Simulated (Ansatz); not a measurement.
## O on Ni(110): change of the work function: cost of one run

Ansatz 0.2.0; plane-wave DFT, PBE, Ansatz PAW. The cell holds 22 atoms.

input.yaml

```yaml
crystal:
  lattice:
    - [7.04, 0.0, 0.0]
    - [0.0, 4.9780317396, 0.0]
    - [0.0, 0.0, 23.3614697668]
  atoms:
    - { symbol: Ni, position: [0.0, 0.0, 0.3852497334], spin: 0.8 }
    - { symbol: Ni, position: [0.25, 0.25, 0.43852155], spin: 0.69 }
    - { symbol: Ni, position: [0.0, 0.0, 0.4904099325], spin: 0.72 }
[... 13 atom lines left out ...]
    - { symbol: Ni, position: [0.75, 0.75, 0.43852155], spin: 0.69 }
    - { symbol: Ni, position: [0.5, 0.5, 0.4904099325], spin: 0.72 }
    - { symbol: Ni, position: [0.75, 0.75, 0.5465702052], spin: 0.69 }
    - { symbol: Ni, position: [0.5, 0.5, 0.5933475036], spin: 0.8 }
    - { symbol: O, position: [0.25, 0.25, 0.6147502666] }
    - { symbol: O, position: [0.75, 0.75, 0.6147502666] }
magnetization:
  spin_polarized: true
kpoints:
  mp_grid: { grid: [5, 6, 1] }
hamiltonian:
  xc: pbe
scf:
  occupations: { method: fermi_dirac, width: 0.1 }
  convergence: { dr2_threshold: 1.0e-08 }
efield:
  axis: 3
  dipole_correction: true
  ramp_position: 0.97
  ramp_width: 0.06
relax:
  f_tol: 0.02
  max_steps: 60
  constraints: [{ sites: [0, 1, 5, 6, 10, 11, 15, 16] }]
output:
  bader: true
  dos: { projected: true, e_range: [-8, 4] }
  write_potential: true
  write_density: true
  volumetric_format: npy
```

Run with:

```console
$ ansatz run input.yaml --threads 4 --pin off --max-ram 12288MiB --backend cpu --events-out ev --progress --plain --runs-dir out
```

The cutoff in use is 420 eV. For reference, a run of the same kind (6 atoms, 35 k-points, 60 bands, 4,001 plane waves and two spins; 90 SCF cycles) took 3.7 min and 0.95 GiB on the same hardware.

What time and memory should one allow on 4 threads of Arm Neoverse V1, shared host?

A cutoff of 420 eV is a sphere of radius 10.5 Å⁻¹, so a cell of 819 Å³ holds about V·G³/6π² = 16,000 plane waves. Symmetry cuts the 5×6×1 mesh from 30 to 12 points. The run has 12 k-points, 233 bands, 16,085 plane waves and two spins. Taking the work of a cycle as k-points × spins × bands × plane waves, that is 5.4 times the reference, or 20 min at the reference's 90 cycles. The run needed 75 SCF cycles over 5 ionic steps, which makes it about 17 min. One copy of the wavefunctions takes 1.3 GiB at 16 bytes a coefficient, against 0.25 GiB in the reference; grids, projectors and work arrays come on top. Measured: about 26 min, with a peak of 6.3 GiB. The run took longer than the estimate, which leaves out the steps that grow as the square of the band count.

[Logs are printed without paths, hosts, clocks, repeated set-up lines and the standing remarks that a program may print on its own settings, such as how far it seeks lower states.]

[Hosts, paths, dates, database ids (printed as entryN), source tags and the programs' standing remarks are cut or masked in the printed files.]

[Maps of the electrostatic potential energy from Ansatz leave out the sawtooth potential of an applied field or a dipole correction, so their vacuum need not be flat; planar profiles and work functions include it.]
